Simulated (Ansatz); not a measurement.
# HC18: the cost of one run

Method: DFT PBEsol, plane waves, PAW, scalar-relativistic, collinear spin, in Ansatz 0.2.0.

## (1) The starting structure

The cell holds 19 atoms (C18H): a = 7.398 Å, b = 7.398 Å, c = 12.000 Å, α = 90.00°, β = 90.00°, γ = 120.00°.

Its coordinates follow in the input file.

## (2) End point A

Input file input.yaml:

```yaml
crystal:
  lattice:
    - [7.398, 0.0, 0.0]
    - [-3.699, 6.406856, 0.0]
    - [0.0, 0.0, 12.0]
  atoms:
    - { symbol: C, position: [0.0, 0.0, 0.0833333] }
    - { symbol: C, position: [0.2222222, 0.1111111, 0.0833333] }
    - { symbol: C, position: [0.0, 0.3333333, 0.0833333] }
    - { symbol: C, position: [0.2222222, 0.4444444, 0.0833333] }
    - { symbol: C, position: [0.0, 0.6666667, 0.0833333] }
    - { symbol: C, position: [0.2222222, 0.7777778, 0.0833333] }
    - { symbol: C, position: [0.3333333, 0.0, 0.0833333] }
    - { symbol: C, position: [0.5555556, 0.1111111, 0.0833333] }
    - { symbol: C, position: [0.3333333, 0.3333333, 0.0833333] }
    - { symbol: C, position: [0.5555556, 0.4444444, 0.0833333] }
    - { symbol: C, position: [0.3333333, 0.6666667, 0.0833333] }
    - { symbol: C, position: [0.5555556, 0.7777778, 0.0833333] }
    - { symbol: C, position: [0.6666667, 0.0, 0.0833333] }
    - { symbol: C, position: [0.8888889, 0.1111111, 0.0833333] }
    - { symbol: C, position: [0.6666667, 0.3333333, 0.0833333] }
    - { symbol: C, position: [0.8888889, 0.4444444, 0.0833333] }
    - { symbol: C, position: [0.6666667, 0.6666667, 0.0833333] }
    - { symbol: C, position: [0.8888889, 0.7777778, 0.0833333] }
    - { symbol: H, position: [0.9370665, 0.6475857, 0.1675], spin: 1.0 }
magnetization:
  spin_polarized: true
basis:
  ecutwfc: 420.0
kpoints:
  mp_grid: { grid: [2, 2, 1] }
hamiltonian:
  xc: pbesol
scf:
  occupations: { method: gaussian, width: 0.02 }
  lower_state_search: "off"
relax:
  f_tol: 0.03
  max_steps: 60
  adjacent_minimum: "off"
output:
  write_density: true
  write_potential: true
  elf: true
  volumetric_format: npy
```

The run is started by

```bash
$ ansatz run input.yaml --threads 2 --pin off --max-ram 5120MiB --backend cpu --events-out ev --progress --plain --runs-dir out
```

What time and memory should one allow on 2 threads of Intel Xeon at 2.50GHz (Skylake/Cascade Lake), shared host?

About 5.4 min, with a peak of 0.92 GiB.
